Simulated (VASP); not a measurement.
Crystal: KI.

```
K I
1.0
     0.00000    3.53277    3.53277
     3.53277    0.00000    3.53277
     3.53277    3.53277    0.00000
K I
1 1
Direct
  0.00000 0.00000 0.00000
  0.50000 0.50000 0.50000
```

Base run:

- Program: VASP 6.6.1
- Functional: r2SCAN
- Potentials or basis: VASP PAW PBE potentials, release 64 (K_sv, I)
- Cutoff: 520 eV
- k mesh: 6 × 6 × 6
- Occupations: fermi-dirac, width 0.02 eV
- Spin: no spin polarisation

Its results: band gap on the k mesh 4.61 eV, direct; pressure 0.1 GPa.

Problem. The run is repeated on the same cell with these changes: functional from r2SCAN to PBEsol; cutoff from 520 eV to 600 eV. What comes out?

Solution. Band gap on the k mesh 3.81 eV, direct; pressure -0.2 GPa.

r2SCAN gives the wider gap, since meta-GGAs in the generalised Kohn-Sham scheme recover part of the derivative discontinuity.

Caveats: the PAW data sets were made with another functional, which shifts forces and pressure a little; spin-orbit coupling is left out, which moves the levels of the heavy elements.

